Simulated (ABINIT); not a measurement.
A run of ABINIT 10.8.3 (patched build) is set up as follows.

File run.abi:

```
ndtset 7
getwfk -1
scalecart1 3*0.9795861087
scalecart2 3*0.9864848297
scalecart3 3*0.9932883884
scalecart4 3*1.0000000000
scalecart5 3*1.0066227096
scalecart6 3*1.0131594038
scalecart7 3*1.0196128224

pp_dirpath "./"
pseudos "Ta.GGA_PBE-JTH.xml"

acell 3*1.0 Angstrom
rprim
    -1.6512800000     1.6512800000     1.6512800000
     1.6512800000    -1.6512800000     1.6512800000
     1.6512800000     1.6512800000    -1.6512800000
ntypat 1
znucl 73
natom 1
typat 1
xred
     0.0000000000     0.0000000000     0.0000000000

ecut 19.0
pawecutdg 38.0

kptopt 1
ngkpt 11 11 11
nshiftk 1
shiftk 0.0 0.0 0.0

ixc -120135

nband 11
occopt 3
tsmear 0.05 eV

nstep 100
tolvrs 1.0e-9

iomode 3
prtwf 1
prtden 0
prteig 0
prtebands 0
enunit 1
```

Potentials or basis: JTH PAW PBE v2.0.

Command:

```sh
$ abinit run.abi > log 2>&1
```

**Question.** Predict the bulk modulus.

**Answer.** 211 GPa.

**Question.** Predict the pressure derivative of the bulk modulus.

**Answer.** 4.2.

**Question.** What does it give for the equilibrium volume?

**Answer.** 17.59 Å³/atom.

Energy against volume, from the lowest point:
```csv
volume (Å³/atom),energy (meV/atom)
16.930,17.15
17.290,3.31
17.650,0.00
18.010,6.21
18.371,21.13
18.731,43.56
19.091,73.02
```

Caveat: pressures at fixed basis lie under the slope of the energies; the PAW data sets were made with another functional, which shifts forces and pressure a little. Spin-orbit coupling is left out, which matters for the levels of Ta.

**Experimental background.**

From “Refinement of the equation of state of tantalum”, 2004, arxiv:cond-mat/0403080, for a bulk crystal of Ta: bulk modulus 194 GPa.

A measured bulk modulus of Ta is 194 GPa (quoted in “Refinement of the equation of state of tantalum”, 2004, arxiv:cond-mat/0403080); the calculated 211 GPa misses it by +8.5 %. The fit is for a static lattice scaled at fixed shape and fixed fractional positions.
